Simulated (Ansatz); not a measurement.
# HfO2 (CdI2 type): how the settings move a single-point run

How sensitive is a single-point run of HfO2 (CdI2 type) to its settings? A reference run comes first, then five runs with altered input.

Program: Ansatz 0.2.0. Level of theory: reference: DFT PBE, scalar-relativistic, plane waves, PAW. These are calculated values, not measurements.

## Step 1: The system as given

It takes space group P-3m1 (No. 164, trigonal). Conventional cell: a = 3.252 Å, b = 3.252 Å, c = 5.602 Å, α = 90.00°, β = 90.00°, γ = 120.00°. Hf (site symmetry -3m) is surrounded by 6 O at 2.11 Å. O (site symmetry 3m) has 3 Hf at 2.11 Å as nearest neighbours.

Structure file:

```
Hf O
1.0
     3.25221    0.00000    0.00000
    -1.62611    2.81650    0.00000
     0.00000    0.00000    5.60170
Hf O
1 2
Direct
  0.00000 0.00000 0.00000
  0.33333 0.66667 0.17312
  0.66667 0.33333 0.82688
```

## Step 2: The reference run

input.yaml reads:

```yaml
crystal:
  lattice:
    - [3.2522111955, 0.0, 0.0]
    - [-1.6261055978, 2.8164975138, 0.0]
    - [0.0, 0.0, 5.6017024625]
  atoms:
    - { symbol: Hf, position: [0.0, 0.0, 0.0] }
    - { symbol: O, position: [0.3333333333, 0.6666666667, 0.1731211689] }
    - { symbol: O, position: [0.6666666667, 0.3333333333, 0.8268788311] }
basis:
  ecutwfc: 420
  ecutrho_ratio: 4
kpoints:
  mp_grid: { grid: [12, 12, 6] }
  band_path:
    path:
      - [[0.0, 0.0, 0.0], [0.5, 0.0, 0.0], [0.33333333, 0.33333333, 0.0], [0.0, 0.0, 0.0], [0.0, 0.0, 0.5], [0.5, 0.0, 0.5], [0.33333333, 0.33333333, 0.5], [0.0, 0.0, 0.5]]
      - [[0.5, 0.0, 0.5], [0.5, 0.0, 0.0]]
      - [[0.33333333, 0.33333333, 0.5], [0.33333333, 0.33333333, 0.0]]
    npoints: 14
hamiltonian:
  xc: pbe
scf:
  occupations: { method: gaussian, width: 0.05 }
  n_extra_bands: 12
output:
  forces: true
  stress: true
  eigenvalues: true
  populations: true
  dos: { projected: true, de: 0.02, nscf_kmesh: { grid: [18, 18, 9] } }
  bader: true
  write_density: true
  write_potential: true
  elf: true
  volumetric_format: npy
```

The run is started by

```bash
ansatz run input.yaml --threads 2 --pin off --max-ram 2662MiB --backend cpu --events-out ev --progress --plain --runs-dir out
```

## Step 3: Changing settings: hubbard.sites [{species: Hf, l: d, u_eff: 8.0}], hubbard.double_counting fll

input.yaml reads:

```yaml
crystal:
  lattice:
    - [3.252211195514, 2.886747970106e-11, 0.0]
    - [-1.626105597782, 2.816497513773, 0.0]
    - [0.0, 0.0, 5.6017024625]
  atoms:
    - { symbol: Hf, position: [0.0, 0.0, 0.0] }
    - { symbol: O, position: [0.3333333333333, 0.6666666666667, 0.1731211689] }
    - { symbol: O, position: [0.6666666666667, 0.3333333333333, 0.8268788311] }
basis:
  ecutwfc: 420
  ecutrho_ratio: 4
kpoints:
  mp_grid: { grid: [12, 12, 6] }
hamiltonian:
  xc: pbe
  hubbard: { sites: [{ species: Hf, l: d, u_eff: 8.0 }], double_counting: fll }
scf:
  occupations: { method: gaussian, width: 0.05 }
output:
  forces: true
  stress: true
  write_density: true
  write_potential: true
  elf: true
  volumetric_format: npy
```

## Step 4: Changing settings: xc_grid 4, mp_grid.grid [10, 10, 5]

input.yaml reads:

```yaml
crystal:
  lattice:
    - [3.252211195514, 2.886747970106e-11, 0.0]
    - [-1.626105597782, 2.816497513773, 0.0]
    - [0.0, 0.0, 5.6017024625]
  atoms:
    - { symbol: Hf, position: [0.0, 0.0, 0.0] }
    - { symbol: O, position: [0.3333333333333, 0.6666666666667, 0.1731211689] }
    - { symbol: O, position: [0.6666666666667, 0.3333333333333, 0.8268788311] }
basis:
  ecutwfc: 420
  ecutrho_ratio: 4
  xc_grid: 4
kpoints:
  mp_grid: { grid: [10, 10, 5] }
hamiltonian:
  xc: pbe
scf:
  occupations: { method: gaussian, width: 0.05 }
output:
  forces: true
  stress: true
```

## Step 5: Changing settings: mp_grid.grid [10, 10, 5], occupations.method methfessel_paxton, occupations.width 0.005, mixing.algorithm anderson, mixing.beta 0.05, mixing.ndim 8

input.yaml reads:

```yaml
crystal:
  lattice:
    - [3.252211195514, 2.886747970106e-11, 0.0]
    - [-1.626105597782, 2.816497513773, 0.0]
    - [0.0, 0.0, 5.6017024625]
  atoms:
    - { symbol: Hf, position: [0.0, 0.0, 0.0] }
    - { symbol: O, position: [0.3333333333333, 0.6666666666667, 0.1731211689] }
    - { symbol: O, position: [0.6666666666667, 0.3333333333333, 0.8268788311] }
basis:
  ecutwfc: 420
  ecutrho_ratio: 4
kpoints:
  mp_grid: { grid: [10, 10, 5] }
hamiltonian:
  xc: pbe
scf:
  occupations: { method: methfessel_paxton, width: 0.005 }
  mixing: { algorithm: anderson, beta: 0.05, ndim: 8 }
output:
  forces: true
  stress: true
  write_density: true
  write_potential: true
  elf: true
  volumetric_format: npy
```

## Step 6: Variant: ecutrho_ratio 12, chi_scale 0.1, dr2_threshold 1.0e-06

input.yaml reads:

```yaml
crystal:
  lattice:
    - [3.252211195514, 2.886747970106e-11, 0.0]
    - [-1.626105597782, 2.816497513773, 0.0]
    - [0.0, 0.0, 5.6017024625]
  atoms:
    - { symbol: Hf, position: [0.0, 0.0, 0.0] }
    - { symbol: O, position: [0.3333333333333, 0.6666666666667, 0.1731211689] }
    - { symbol: O, position: [0.6666666666667, 0.3333333333333, 0.8268788311] }
basis:
  ecutwfc: 420
  ecutrho_ratio: 12
kpoints:
  mp_grid: { grid: [12, 12, 6] }
hamiltonian:
  xc: pbe
scf:
  occupations: { method: gaussian, width: 0.05 }
  initial_density: { chi_scale: 0.1 }
  convergence: { dr2_threshold: 1.0e-06 }
output:
  forces: true
  stress: true
  write_density: true
  write_potential: true
  elf: true
  volumetric_format: npy
```

## Step 7: Changing settings: ecutwfc 58.8 Ry, hubbard.sites [{species: Hf, l: d, u_eff: 5.0}], hubbard.double_counting fll

input.yaml reads:

```yaml
crystal:
  lattice:
    - [3.252211195514, 2.886747970106e-11, 0.0]
    - [-1.626105597782, 2.816497513773, 0.0]
    - [0.0, 0.0, 5.6017024625]
  atoms:
    - { symbol: Hf, position: [0.0, 0.0, 0.0] }
    - { symbol: O, position: [0.3333333333333, 0.6666666666667, 0.1731211689] }
    - { symbol: O, position: [0.6666666666667, 0.3333333333333, 0.8268788311] }
basis:
  ecutwfc: "58.8 Ry"
  ecutrho_ratio: 4
kpoints:
  mp_grid: { grid: [12, 12, 6] }
hamiltonian:
  xc: pbe
  hubbard: { sites: [{ species: Hf, l: d, u_eff: 5.0 }], double_counting: fll }
scf:
  occupations: { method: gaussian, width: 0.05 }
output:
  forces: true
  stress: true
```

**Question.** What will these runs give? Wanted: for each run, ending; energy change; pressure; gap; force.

The runs gave:

| run | ending | energy change | pressure (GPa) | gap (eV) | force (eV/Å) | cycles | time |
| --- | --- | --- | --- | --- | --- | --- | --- |
| reference | converged | 0 | 0.0 | 4.76 | 0.00 | 7 | 24 s |
| 1: hubbard.sites [{species: Hf, l: d, u_eff: 8.0}], hubbard.double_counting fll | converged | +2.07 eV/atom (U changed: no physical gain or loss) | 7.9 | 5.09 | 0.14 | 10 | 6.1 s |
| 2: xc_grid 4, mp_grid.grid [10, 10, 5] | converged | 0.0 meV/atom | 0.0 | 4.77 | 0.00 | 7 | 1.9 s |
| 3: mp_grid.grid [10, 10, 5], occupations.method methfessel_paxton, occupations.width 0.005, mixing.algorithm anderson, mixing.beta 0.05, mixing.ndim 8 | converged | 0.0 meV/atom (σ→0) | 0.0 | 4.77 | 0.00 | 13 | 3.6 s |
| 4: ecutrho_ratio 12, chi_scale 0.1, dr2_threshold 1.0e-06 | converged | 0.0 meV/atom | 0.0 | 4.76 | 0.00 | 9 | 5.3 s |
| 5: ecutwfc 58.8 Ry, hubbard.sites [{species: Hf, l: d, u_eff: 5.0}], hubbard.double_counting fll | converged | +1.33 eV/atom (U changed: no physical gain or loss) | 4.5 | 5.13 | 0.06 | 10 | 12 s |

Times don't compare one to one where runs were asked for different outputs or read a saved state (see the inputs); cycles may leave out searches for a lower state.

Residual by cycle in the longest SCF loop of each run; runs are numbered as in the table. The quantity is the density residual dr2, in eV.

| cycle | reference | run 1 | run 2 | run 3 | run 4 | run 5 |
| --- | --- | --- | --- | --- | --- | --- |
| 1 | 0.00181 | 2.34 | 0.00181 | 0.00181 | 4.13 | 2.5 |
| 2 | 4.9e-4 | 0.675 | 5.6e-4 | 0.00176 | 0.947 | 0.72 |
| 3 | 1.3e-4 | 0.0566 | 1.5e-4 | 8.1e-4 | 0.313 | 0.121 |
| 4 | 6.5e-6 | 0.0146 | 1.2e-5 | 3.6e-4 | 0.0211 | 0.0162 |
| 5 | 7.9e-7 | 0.00505 | 1.7e-6 | 2.8e-4 | 0.00561 | 0.00117 |
| 6 | 1.1e-7 | 2.7e-4 | 2.4e-7 | 3.2e-5 | 3.9e-4 | 1.9e-4 |
| 8 | - | 1.7e-6 | - | 1.7e-6 | 3.1e-6 | 3.1e-6 |
| 9 | - | 1.2e-7 | - | 4.1e-7 | 2.5e-7 | 1.8e-7 |
| 10 | - | 4.3e-9 | - | 3.7e-7 | - | 9.5e-9 |
| 11 | - | - | - | 1.1e-7 | - | - |
| 12 | - | - | - | 5.3e-8 | - | - |
| 13 | - | - | - | 1.4e-9 | - | - |

Of the converged runs whose energies compare with the reference's, none moves it noticeably. A changed U is a change of model: its shifts are not errors of convergence. The gap of the reference lacks spin-orbit coupling, though the cell holds Hf.
